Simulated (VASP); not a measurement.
Input of a VASP 6.6.1 run:

POSCAR

```
CdS
1.0
    0.0000000000      2.7150913898      2.7150913898
    2.7150913898      0.0000000000      2.7150913898
    2.7150913898      2.7150913898      0.0000000000
Cd S
1 1
Direct
    0.0000000000      0.0000000000      0.0000000000
    0.5000000000      0.5000000000      0.5000000000
```

File INCAR.step1:

```
SYSTEM = CdS
  PREC = Accurate
  ENCUT = 520
  ISMEAR = 0
  SIGMA = 0.02
  LREAL = .False.
  LASPH = .True.
  NELM = 100
  NBANDS = 16
  GGA = PE
  ALGO = Normal
  EDIFF = 1E-4
  LWAVE = .True.
  LCHARG = .False.
```

The input INCAR.step2:

```
SYSTEM = CdS
  PREC = Accurate
  ENCUT = 520
  EDIFF = 1E-6
  ISMEAR = 0
  SIGMA = 0.02
  LREAL = .False.
  LASPH = .True.
  NELM = 100
  ALGO = Normal
  ISIF = 2
  LWAVE = .False.
  LCHARG = .False.
  METAGGA = R2SCAN
  LMIXTAU = .True.
  LUSE_VDW = .True.
  IVDW_NL = 2
  BPARAM = 11.95
  CPARAM = 0.0093
  NBANDS = 16
  ISTART = 1
```

The input KPOINTS:

```
Automatic mesh
0
Gamma
  8 8 8
  0 0 0
```

Potentials or basis: VASP PAW PBE potentials, release 64 (Cd, S).

Command:

```sh
$ cat potpaw_PBE.64/Cd/POTCAR potpaw_PBE.64/S/POTCAR > POTCAR
$ cp INCAR.step1 INCAR
$ mpirun -np 1 vasp_std > vasp.out
$ cp INCAR.step2 INCAR
$ mpirun -np 1 vasp_std > vasp.out
```

(1) What does it give for the band gap on the k mesh?

(2) What does it give for the pressure?

## Answers

(1) 0.72 eV, indirect (least direct gap 2.42 eV).

(2) 0.5 GPa.

Caveat: the PAW data sets were made with another functional, which shifts forces and pressure a little.
